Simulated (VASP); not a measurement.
Write the native input for VASP 6.6.1 that does the following.

| Item | Value |
| --- | --- |
| Task | electric field gradients |
| Functional | PBE0 |
| Dispersion | D3(BJ) |
| Potentials or basis | VASP PAW PBE potentials, release 64 (As) |
| Cutoff | 500 eV |
| k mesh | 5 × 5 × 5 |
| Occupations | tetrahedron |
| Spin | no spin polarisation |
| Grid for exact exchange (PRECFOCK) | Fast |
| Exchange at q = 0 | default |
| Further INCAR settings | ALGO = Normal; EDIFF = 1e-08 |

The system is As.

```
As
1.0
     2.65867    0.00452   -0.00021
     0.00452    2.71193    0.02981
    -0.00021    0.02981    2.74142
As
1
Direct
  0.50000 0.50000 0.50000
```

The cell isn't the ideal one: cell strained at random at fixed volume.

One way to write it, as run:

POSCAR

```
As
1.0
    2.6586730000      0.0045220000     -0.0002140000
    0.0045220000      2.7119330000      0.0298090000
   -0.0002140000      0.0298090000      2.7414230000
As
1
Direct
    0.5000000000      0.5000000000      0.5000000000
```

INCAR.step1

```
  ALGO = Normal
  EDIFF = 1E-5
  ENCUT = 500
  GGA = PE
  ISIF = 2
  ISMEAR = -5
  LASPH = T
  LCHARG = F
  LREAL = F
  LWAVE = T
  NELM = 80
  PREC = Accurate
  SIGMA = 0.05
```

INCAR.step2

```
  AEXX = 0.25
  ALGO = Normal
  EDIFF = 1E-8
  ENCUT = 500
  GGA = PE
  ISIF = 2
  ISMEAR = -5
  ISTART = 1
  IVDW = 12
  LASPH = T
  LCHARG = F
  LEFG = T
  LHFCALC = T
  LREAL = F
  LWAVE = F
  NELM = 80
  PREC = Accurate
  PRECFOCK = Fast
  SIGMA = 0.05
```

KPOINTS

```
k-points
0
Gamma
  5 5 5
```

Potentials or basis: VASP PAW PBE potentials, release 64 (As).

The run is started by

```bash
$ cat potpaw_PBE.64/As/POTCAR > POTCAR
$ cp INCAR.step1 INCAR
$ mpirun -np 1 vasp_std > vasp.out
$ cp INCAR.step2 INCAR
$ mpirun -np 1 vasp_std > vasp.out
```

It gave:

| Property | Result |
| --- | --- |
| Pressure | -7.5 GPa |
| Band gap on the k mesh | none (metal or under the smearing width) |
| Dispersion energy per atom | -0.490 eV |

Caveat: the k mesh is coarse (spacing up to 0.47 Å⁻¹), so the values aren't converged, least of all with exact exchange; the PAW data sets were made with another functional, which shifts forces and pressure a little; pairwise dispersion overbinds metals, which lowers pressure and volume; tetrahedron occupations give inexact forces and stress in metals.

It took 94 s on 1 thread of Intel(R) Xeon(R) 6975P-C (Granite Rapids), on a shared host, peak memory 0.14 GiB.
